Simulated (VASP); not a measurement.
Input of a VASP 6.6.1 run:

File INCAR:

```
PREC = Accurate ; ENCUT = 600
EDIFF = 1E-6 ; ISMEAR = 0
SIGMA = 0.02 ; LREAL = False
LASPH = True ; NELM = 100
ALGO = Normal ; ISIF = 3
LWAVE = False ; LCHARG = False
GGA = CA ; IBRION = 2
NSW = 100 ; EDIFFG = -0.002
```

The input KPOINTS:

```
regular mesh
0
Gamma
  10 10 10
```

The input POSCAR:

```
GaN
1.0
    0.0000000000      2.2500000000      2.2500000000
    2.2500000000      0.0000000000      2.2500000000
    2.2500000000      2.2500000000      0.0000000000
Ga N
1 1
Direct
    0.0000000000      0.0000000000      0.0000000000
    0.2500000000      0.2500000000      0.2500000000
```

Potentials or basis: VASP PAW LDA potentials, release 64 (Ga_d, N).

The run is started by

```sh
$ cat potpaw_LDA.64/Ga_d/POTCAR potpaw_LDA.64/N/POTCAR > POTCAR
$ mpirun -np 1 vasp_std > vasp.out
```

Q: Estimate the relaxed volume.

A: 11.11 Å³/atom.

Q: What does it give for the band gap on the k mesh?

A: 1.94 eV, direct.

Q: Predict the relaxed cell.

A: a = 3.155 Å, b = 3.155 Å, c = 3.155 Å, α = 60.00°, β = 60.00°, γ = 60.00°.

Q: Predict the space group after relaxing (to 0.05 Å).

A: F-43m (No. 216).

Step by step:
| step | energy change (eV) | largest force (eV/Å) | pressure (GPa) | volume (Å³) |
| --- | --- | --- | --- | --- |
| 1 | 0.0000 | 0.0000 | -4.76 | 22.78 |
| 2 | -0.0001 | 0.0000 | 5.15 | 21.68 |
| 3 | -0.0086 | 0.0000 | -0.52 | 22.22 |
| 4 | -0.0085 | 0.0000 | 0.52 | 22.17 |
| 5 | -0.0086 | 0.0000 | 0.18 | 22.20 |
| 6 | -0.0086 | 0.0000 | 0.09 | 22.21 |
| 7 | -0.0086 | 0.0000 | -0.08 | 22.22 |
| 8 | -0.0086 | 0.0000 | 0.04 | 22.22 |
| 9 | -0.0086 | 0.0000 | -0.10 | 22.22 |
| 10 | -0.0086 | 0.0000 | -0.05 | 22.22 |
| 11 | -0.0086 | 0.0000 | 0.03 | 22.22 |
| 12 | -0.0086 | 0.0000 | 0.02 | 22.22 |

A hybrid or GW would open this gap; LDA tends to underestimate it.
